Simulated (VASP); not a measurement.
The system is BN, a slab with vacuum.

```xyz
4
Lattice="2.5076 0.0000 0.0000 -1.2538 2.1717 0.0000 0.0000 0.0000 21.3178" Properties=species:S:1:pos:R:3 pbc="T T T"
B     1.2538    0.7239    8.9846
B     0.0000    1.4478   12.3333
N     0.0000    1.4478    8.9833
N     1.2538    0.7239   12.3346
```

Base run:

| Quantity | Value |
| --- | --- |
| Program | VASP 6.6.1 |
| Functional | HSE06 |
| Potentials or basis | VASP PAW PBE potentials, release 64 (B, N) |
| Cutoff | 520 eV |
| k mesh | 9 × 9 × 1 |
| Occupations | gaussian, width 0.03 eV |
| Spin | no spin polarisation |

Its results: band gap on the k mesh 5.85 eV, indirect (least direct gap 6.15 eV); largest force 0.039 eV/Å.

The run is repeated on the same cell with these changes: functional from HSE06 to PBE0. What comes out?

Band gap on the k mesh 6.45 eV, indirect (least direct gap 6.89 eV); largest force 0.036 eV/Å.

Caveats: the PAW data sets were made with another functional, which shifts forces and pressure a little.

Not every run made on this cell is shown here.
